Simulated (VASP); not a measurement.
Wanted: the native input for a VASP 6.6.1 run.

- Task: relaxation of the atoms
- Functional: LDA
- Potentials or basis: VASP PAW LDA potentials, release 64 (Ba_sv, F)
- Cutoff: 600 eV
- k mesh: 8 × 8 × 8
- Occupations: gaussian, width 0.03 eV
- Spin: no spin polarisation
- Further INCAR settings: ALGO = Fast; EDIFF = 1e-07; IBRION = 2; EDIFFG = -0.01; NSW = 40

The structure of BaF2 (Frankdicksonite) lies in POSCAR:

```
BaF2                                    
1.0
    0.0000000000      3.0233095994      3.0233095994
    3.0233095994      0.0000000000      3.0233095994
    3.0233095994      3.0233095994      0.0000000000
  Ba              F             
     1     2
Direct
     0.0000000000000000    1.0000000000000000    0.0000000000000000
     0.2500000000000000    0.2500000000000000    0.2500000000000000
     0.7500000000000000    0.7500000000000000    0.7500000000000000
```

The cell isn't the ideal one: a relaxed cell with its volume scaled by 0.98.

One way to write it, as run:

INCAR

```
ALGO = Fast
EDIFF = 1E-7
EDIFFG = -0.01
ENCUT = 600
IBRION = 2
ISIF = 2
ISMEAR = 0
LASPH = T
LCHARG = F
LREAL = F
LWAVE = F
NELM = 80
NSW = 40
PREC = Accurate
SIGMA = 0.03
```

KPOINTS

```
k-points
0
Gamma
  8 8 8
```

Potentials or basis: VASP PAW LDA potentials, release 64 (Ba_sv, F).

Run with:

```bash
$ cat potpaw_LDA.64/Ba_sv/POTCAR potpaw_LDA.64/F/POTCAR > POTCAR
$ mpirun -np 1 vasp_std > vasp.out
```

It gave:

| Property | Result |
| --- | --- |
| Pressure after relaxing | 1.4 GPa |
| Band gap on the k mesh | 6.68 eV, indirect (least direct gap 6.83 eV) |

Caveat: the relaxation stopped at its first step, so nothing moved; spin-orbit coupling is left out, which moves the levels of the heavy elements.

Run time: 56 s on 1 thread of Intel(R) Xeon(R) Platinum 8488C (Sapphire Rapids) (shared host), peak memory 0.19 GiB.
